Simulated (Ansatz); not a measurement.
input.yaml

```yaml
crystal:
  lattice:
    - [-1.6411031431, 1.6411031431, 4.00817236]
    - [1.6411031431, -1.6411031431, 4.00817236]
    - [1.6411031431, 1.6411031431, -4.00817236]
  atoms:
    - { symbol: Si, position: [0.3355491357, 0.3355491357, 0.0] }
    - { symbol: Si, position: [0.6644508643, 0.6644508643, 0.0] }
    - { symbol: Mo, position: [0.0, 0.0, 0.0] }
basis:
  ecutwfc: 420
kpoints:
  mp_grid: { grid: [18, 18, 18] }
hamiltonian:
  xc: pbe
scf:
  occupations: { method: gaussian, width: 0.1 }
output:
  forces: true
  stress: true
  eigenvalues: true
relax:
  adjacent_minimum: "off"
  f_tol: 0.01
  max_steps: 30
  cell: { stress_tol: 0.1, fix: [volume] }
```

Run as
```bash
ansatz run input.yaml --threads 1 --pin off --max-ram 2560MiB --backend cpu --events-out ev --progress --plain --runs-dir out
```

Theory: Ansatz, DFT PBE, scalar-relativistic, plane waves, PAW.

Abridged output:

```
Pseudopotentials: kind: paw
Pseudopotential: Si, paw, valence charge 4, recommended cutoff 420 eV (normal)
Pseudopotential: Mo, paw, valence charge 14, recommended cutoff 420 eV (normal)
Functional definition: PBE
Crystal: 3 atoms, lattice volume = 43.180 Å³
Basis set: ecut = 420 eV, 849 PW (Γ), exchange–correlation on 64×64×64 points (8 copies of the dense FFT grid, shifted against one another)
Bands: 15, of which v1, the nominal top of the filled ones, is band 11 counted from 1 (10 counted from 0)
Symmetry: 16 space group operations
Space group: I4/mmm (ITA 139), of the structure as read, at distance tolerance 3.5e-5 Å
k-points: 480 of 5832
Initial density: superposition of atomic densities (neutral atoms: chi_scale 0, normalization atom), corrected by the library's trained network
Initial wavefunctions: pseudopotential atomic-orbital guess
Functional: x = pbe(κ = 0.804, μ = 0.21951497), c = pbe(β = 0.06672455)
SCF iter   1: F=—  HF=-6229.041905 eV  |F-HF|=—  |Δ(HF+E_count)|=         —  Δρ=3.81e-3  dr2=4.99e-3  ethr=1.77e-3  ⟨swp⟩=5.1  Hψ=40384  notcnv=0
SCF iter   2: F=—  HF=-6229.041811 eV  |F-HF|=—  |Δ(HF+E_count)|=   9.41e-5  Δρ=1.96e-3  dr2=1.11e-3  ethr=2.27e-5  ⟨swp⟩=1.4  Hψ=11432  notcnv=0
SCF iter   3: F=—  HF=-6229.041836 eV  |F-HF|=—  |Δ(HF+E_count)|=   2.46e-5  Δρ=5.02e-4  dr2=1.52e-4  ethr=5.04e-6  ⟨swp⟩=2.1  Hψ=12037  notcnv=0
SCF iter   4: F=—  HF=-6229.041816 eV  |F-HF|=—  |Δ(HF+E_count)|=   1.98e-5  Δρ=1.19e-4  dr2=5.47e-6  ethr=6.89e-7  ⟨swp⟩=2.6  Hψ=10042  notcnv=0
SCF iter   5: F=—  HF=-6229.041816 eV  |F-HF|=—  |Δ(HF+E_count)|=   2.33e-7  Δρ=2.10e-5  dr2=1.48e-7  ethr=2.49e-8  ⟨swp⟩=2.1  Hψ=10052  notcnv=0
SCF iter   6: F=-6229.041816 eV  HF=-6229.041816 eV  |F-HF|=2.04e-10  |Δ(HF+E_count)|=   1.50e-8  Δρ=3.71e-6  dr2=3.91e-9  ethr=4.55e-10  ⟨swp⟩=4.7  Hψ=27798  notcnv=0
SCF 1 converged in 6 iterations: F = -6229.041816 eV  dr2 = 3.91e-9
relax step   1: F+E_penalty+E_count = -6229.04181594 eV  Δ(F+E_penalty+E_count) = +0.000e0 eV  max|allowed force component| = 7.095e-2 eV/Å  Δτ_max = 0.0000 Å  P = -10.521 GPa  Ω = 43.180 Å³  fix = [volume]  reactions: volume -10.521 GPa (6 SCF iters, dr2 threshold 1.00e-7 eV, accepted)
Initial density: handed on by an earlier stage of this run
Initial wavefunctions: those handed on with the density
SCF iter   1: F=—  HF=-6229.042185 eV  |F-HF|=—  |Δ(HF+E_count)|=         —  Δρ=3.51e-4  dr2=3.32e-5  ethr=1.03e-7  ⟨swp⟩=2.1  Hψ=43277  notcnv=0
SCF iter   2: F=—  HF=-6229.042179 eV  |F-HF|=—  |Δ(HF+E_count)|=   5.92e-6  Δρ=1.86e-4  dr2=9.93e-6  ethr=1.03e-7  ⟨swp⟩=1.7  Hψ=10011  notcnv=0
SCF iter   3: F=—  HF=-6229.042177 eV  |F-HF|=—  |Δ(HF+E_count)|=   2.94e-6  Δρ=3.78e-5  dr2=8.61e-7  ethr=4.51e-8  ⟨swp⟩=2.3  Hψ=11827  notcnv=0
SCF iter   4: F=-6229.042176 eV  HF=-6229.042176 eV  |F-HF|=2.27e-8  |Δ(HF+E_count)|=   1.77e-7  Δρ=1.07e-5  dr2=4.59e-8  ethr=1.36e-9  ⟨swp⟩=4.7  Hψ=28372  notcnv=0
SCF 2 converged in 4 iterations: F = -6229.042176 eV  dr2 = 4.59e-8
relax step   2: F+E_penalty+E_count = -6229.04217633 eV  Δ(F+E_penalty+E_count) = -3.604e-4 eV  max|allowed force component| = 5.361e-3 eV/Å  Δτ_max = 0.0039 Å  P = -10.413 GPa  Ω = 43.180 Å³  fix = [volume]  reactions: volume -10.413 GPa (4 SCF iters, dr2 threshold 3.00e-7 eV, accepted)
SCF iter   1: F=—  HF=-6229.042215 eV  |F-HF|=—  |Δ(HF+E_count)|=         —  Δρ=1.44e-4  dr2=1.76e-5  ethr=5.82e-8  ⟨swp⟩=2.0  Hψ=42945  notcnv=0
SCF iter   2: F=—  HF=-6229.042213 eV  |F-HF|=—  |Δ(HF+E_count)|=   2.21e-6  Δρ=7.70e-5  dr2=5.05e-6  ethr=5.82e-8  ⟨swp⟩=2.1  Hψ=9272  notcnv=0
SCF iter   3: F=—  HF=-6229.042211 eV  |F-HF|=—  |Δ(HF+E_count)|=   1.68e-6  Δρ=2.83e-5  dr2=8.67e-7  ethr=2.30e-8  ⟨swp⟩=2.5  Hψ=11168  notcnv=0
SCF iter   4: F=-6229.042211 eV  HF=-6229.042211 eV  |F-HF|=6.19e-9  |Δ(HF+E_count)|=   2.03e-7  Δρ=6.30e-6  dr2=1.36e-8  ethr=5.74e-10  ⟨swp⟩=2.9  Hψ=27016  notcnv=0
SCF 3 converged in 4 iterations: F = -6229.042211 eV  dr2 = 1.36e-8
relax step   3: F+E_penalty+E_count = -6229.04221066 eV  Δ(F+E_penalty+E_count) = -3.433e-5 eV  max|allowed force component| = 2.026e-3 eV/Å  Δτ_max = 0.0006 Å  P = -10.420 GPa  Ω = 43.180 Å³  energy of the carried Pulay correction = +8.772e-16 eV  fix = [volume]  reactions: volume -10.420 GPa (4 SCF iters, dr2 threshold 1.26e-7 eV, accepted)
Initial wavefunctions: pseudopotential atomic-orbital guess (no wavefunctions were taken with the density)
SCF iter   1: F=—  HF=-6229.042209 eV  |F-HF|=—  |Δ(HF+E_count)|=         —  Δρ=6.06e-6  dr2=1.35e-8  ethr=2.32e-8  ⟨swp⟩=3.1  Hψ=62277  notcnv=0
SCF iter   2: F=—  HF=-6229.042211 eV  |F-HF|=—  |Δ(HF+E_count)|=   1.97e-6  Δρ=3.64e-6  dr2=5.90e-9  ethr=6.12e-11  ⟨swp⟩=2.0  Hψ=10617  notcnv=0
SCF iter   3: F=—  HF=-6229.042211 eV  |F-HF|=—  |Δ(HF+E_count)|=  9.70e-10  Δρ=1.19e-6  dr2=8.90e-10  ethr=2.68e-11  ⟨swp⟩=2.5  Hψ=10707  notcnv=0
SCF iter   4: F=-6229.042211 eV  HF=-6229.042211 eV  |F-HF|=1.73e-11  |Δ(HF+E_count)|=  1.83e-10  Δρ=3.17e-7  dr2=3.31e-11  ethr=1.00e-12  ⟨swp⟩=2.7  Hψ=26851  notcnv=0
SCF 4 converged in 4 iterations: F = -6229.042211 eV  dr2 = 3.31e-11
SCF converged after 4 iterations
Free energy (F): -6229.042211 eV
Harris-Foulkes:  -6229.042211 eV  (|F-HF|=1.73e-11)
Internal energy: -6229.040983 eV  (E = F + TS)
E sigma→0 (E₀):  -6229.041597 eV
Entropy (-TS):   -0.001228 eV (-0.409 meV/atom)
Fermi energy:    14.672967 eV
--- Per-component energies (eV) ---
  E_band       = -72.085324
  E_kinetic    = 525.050353
  E_local      = -1198.832265  (includes V_loc(G=0)·N_el)
  E_nonlocal   = 191.800501
  E_hartree    = 441.959476
  E_xc         = -296.074056
  E_vxc        = -325.627817  (∫ρ·V_xc dr)
  E_paw        = -4226.284559  (= ΣΔE_a)
  E_vpaw       = -148.395183  (= ΣTr[D̂ρ^β])
  E_aug_tail   = 0.000070  (compensation charges beyond the density's cutoff)
  E_ewald      = -1666.660503
  E_smearing   = -0.001228  (= −TS)
--- Forces (eV/Å), atoms counted from 1 ---
  atom   1  Si     0.00000000     0.00000000    -0.00205649
  atom   2  Si     0.00000000     0.00000000     0.00205649
  atom   3  Mo     0.00000000     0.00000000     0.00000000
--- Stress (GPa, compression-positive) ---
      -10.407741       0.000000       0.000000
        0.000000     -10.407741       0.000000
        0.000000       0.000000     -10.444483
  P = ⅓ Tr σ = -10.4200 GPa (-104.200 kbar)
--- Band table (eV; the first three rows and the last of 480) ---
  k-point 0: bands = ["-46.1247", "-20.2212", "-20.1895", "-20.1895", "1.8248", "8.7171", "11.2175", "11.9404", "12.2655", "12.2655", "14.9806", "17.4445", "17.9161", "17.9161", "18.1627"]
  k-point 1: bands = ["-46.1239", "-20.2201", "-20.1952", "-20.1944", "1.9145", "8.7956", "10.9146", "11.9585", "12.0471", "12.6095", "14.6396", "17.1317", "17.7691", "17.9574", "18.2353"]
  k-point 2: bands = ["-46.1218", "-20.2170", "-20.2112", "-20.2085", "2.1797", "9.0148", "10.4384", "11.5092", "12.0170", "13.1466", "13.8199", "16.6655", "17.6894", "18.0529", "18.3007"]
  k-point 479: bands = ["-46.1243", "-20.2377", "-20.1907", "-20.1907", "3.6317", "4.9291", "11.5189", "12.7257", "14.1586", "14.1586", "14.2033", "14.2033", "15.0964", "19.0177", "19.2151"]
--- Relaxed structure (3 steps of the walk, 3 accepted, 1 SCFs on fresh bases) ---
  F+E_penalty+E_count = -6229.04221110 eV   max|allowed force component| = 2.056e-3 eV/Å   (the final SCF, on the basis selected at the relaxed cell)
  cell:  # Å, volume = 43.1796 Å³
    - [-1.64191195, 1.64191195, 4.00422447]
    - [1.64191195, -1.64191195, 4.00422447]
    - [1.64191195, 1.64191195, -4.00422447]
  atoms:
    - { symbol: Si, position: [0.33610712, 0.33610712, 0.0] }
    - { symbol: Si, position: [0.66389287, 0.66389287, 0.0] }
    - { symbol: Mo, position: [0.0, 0.0, 0.0] }
```

The relaxation met its thresholds.

It took 76 s on 1 thread of Intel(R) Xeon(R) Platinum 8259CL CPU @ 2.50GHz (Skylake/Cascade Lake), with other jobs on the host, peak memory 0.7 GiB.